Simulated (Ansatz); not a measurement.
A crystal relaxed with r2SCAN+rVV10 in Ansatz 0.2.0 has space group P-3m1 (No. 164) and a = 3.788 Å, c = 6.180 Å.

```json
{"atom": "Xx", "site": "1a", "x": "0.0000", "y": "0.0000", "z": "0.0000"}
{"atom": "Se", "site": "2d", "x": "0.3333", "y": "0.6667", "z": "0.2538"}
```

With r2SCAN the valence top lies at k = (-0.047, 0.021, 0) and the conduction bottom at L, 0.61 eV higher; the smallest vertical gap, at Γ, is 1.35 eV. With HSE06 the valence top lies at k = (-0.047, 0.021, 0) and the conduction bottom at L, 0.95 eV higher; the smallest vertical gap, at Γ, is 1.79 eV. PBE0 gives an indirect gap of 1.60 eV, from k = (-0.047, 0.021, 0) to L; the least direct gap is 2.45 eV at Γ. Meshes: r2SCAN 12×12×4, HSE06 6×6×4, PBE0 6×6×4. r2SCAN's ε∞ is 12.7 along x and y, 6.5 along z.

Problem. Which element is Xx?
A. Ti
B. Hf
C. Sn
D. Zr

Solution. D. Xx is Zr: ZrSe2 (CdI2 type). Zr is surrounded by 6 Se at 2.69 Å; Se is surrounded by 3 Zr at 2.69 Å.

Spin-unpolarised throughout; all numbers are computed.

The runs are scalar-relativistic, without spin-orbit coupling.

Where an edge lies off the special points, it is a point of the mesh or the k point where a search put PBE's edge or least direct gap, reused for the other functionals, whose own edges may lie a little apart.

Coordinates of k points refer to the reciprocal vectors of the primitive cell of the runs.

The meshes of the hybrids are coarse, so their gaps aren't converged to the digits shown.
